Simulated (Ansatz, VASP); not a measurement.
# Two plane-wave programs on SrCl2

```xyz
3
Lattice="-0.2614 3.4855 3.4855 3.2241 0.0000 3.2241 3.4855 3.4855 -0.2614" Properties=species:S:1:pos:R:3 pbc="T T T"
Sr    0.0000    0.0000    0.0000
Cl    1.6120    1.7428    1.6120
Cl    4.8361    5.2283    4.8361
```

Change from the starting cell: strain -0.1500 x Voigt [0, 0, 0, 0, 1, 0], atoms carried along.

Alike in both runs: task single point; functional PBEsol; k mesh 6 × 6 × 6; occupations gaussian, width 0.05 eV; no spin polarisation.

|  | VASP | Ansatz |
| --- | --- | --- |
| version | VASP 6.6.1 | Ansatz 0.2.0 |
| potentials or method | VASP PAW PBE potentials, release 64 (Sr_sv, Cl) | scalar-relativistic, plane waves, PAW |
| plane-wave cutoff (eV) | 520 | 420 |
| valence electrons in the cell | 24 | 24 |

VASP gave:

- gap on the k mesh at the Fermi level (eV): 5.17
- least direct gap on the mesh (eV): 5.39
- pressure (GPa): 0.3
- largest component of the traceless stress (GPa): 2.29
- rms of the force components (eV/Å): 0.173

**Question.** Estimate Ansatz's values.

**Answer.** gap on the k mesh at the Fermi level (eV): 5.18; least direct gap on the mesh (eV): 5.39; pressure (GPa): 0.1; largest component of the traceless stress (GPa): 2.21; rms of the force components (eV/Å): 0.165.

Atom by atom the forces differ by 0.008 eV/Å (rms over components).

Caveats: the PAW data sets were made with another functional, which shifts forces and pressure a little (VASP). A k mesh can miss the band edges.
